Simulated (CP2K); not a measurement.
CaF2 (Fluorite):

```
Ca F
1.0
     3.86222    0.00000    0.00000
     1.93111    3.34478    0.00000
     1.93111    1.11493    3.15349
Ca F
1 2
Cartesian
  0.0000 0.0000 0.0000
  5.7933 3.3448 2.3651
  1.9311 1.1149 0.7884
```

Program: CP2K 2026.2. Alike in all runs: task band structure; no spin polarisation; cell as given; k mesh 8 × 8 × 8; smearing fermi-dirac 0.05 eV.

Task: Order these runs on this cell by their pressure, lowest first.
A. level PBE; potentials or basis POTENTIAL_UZH Ca GTH-PBE-q10, F GTH-PBE-q7; TZVP-MOLOPT-PBE-GTH basis; NGRIDS 4; points a segment of the path (NPOINTS) 6
B. level LDA; potentials or basis GTH_POTENTIALS Ca GTH-PADE-q10, F GTH-PADE-q7; TZVP-MOLOPT-PBE-GTH basis; NGRIDS 4; points a segment of the path (NPOINTS) 8
C. level PBEsol; potentials or basis POTENTIAL_UZH Ca GTH-PBE-q10, F GTH-PBE-q7; TZVP-MOLOPT-PBE-GTH basis; NGRIDS 5; points a segment of the path (NPOINTS) 10

Result: B (-5.5 GPa), C (-0.6 GPa), A (3.1 GPa).

Caveats: the basis of atomic orbitals isn't converged, which shifts pressures, moduli and gaps; the potentials were made for another functional, which shifts forces and pressure (some runs).
